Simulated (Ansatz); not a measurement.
# MoS2 in Ansatz: the effect of functional

Crystal: MoS2.

```
Mo S
1.0
     1.57486    0.90925    6.07396
    -1.57486    0.90925    6.07396
     0.00000   -1.81849    6.07396
Mo S
1 2
Direct
  0.00000 0.00000 0.00000
  0.25000 0.25000 0.25000
  0.75000 0.75000 0.75000
```

Measurements of this composition are mostly on another form, of space group No. 194.

The cell isn't the ideal one: volume scaled by 0.98.

Alike in all runs:

| Item | Value |
| --- | --- |
| Program | Ansatz 0.2.0 |
| Task | single point |
| Potentials or basis | Ansatz PAW |
| k mesh | 10 × 10 × 10 |
| Occupations | fermi-dirac, width 0.05 eV |
| Spin | no spin polarisation |

Question: One run gave: pressure 10.6 GPa; largest force 1.18 eV/Å. Which functional did it use?
A. PBEsol
B. LDA
C. r2SCAN

Answer: C.

| functional | cutoff | pressure (GPa) | largest force (eV/Å) |
| --- | --- | --- | --- |
| LDA | 420 eV (not typed: the program's choice for these potentials) | 3.3 | 0.94 |
| PBEsol | 420 eV (not typed: the program's choice for these potentials) | 6.2 | 1.13 |
| r2SCAN | 500 eV (not typed: the program's choice for these potentials) | 10.6 | 1.18 |

Caveats: the cell's inner coordinates are idealised or old, which leaves forces on the atoms; the PAW data sets come from PBE, with cores solved anew for the run's functional, which leaves a small shift of forces and pressure.
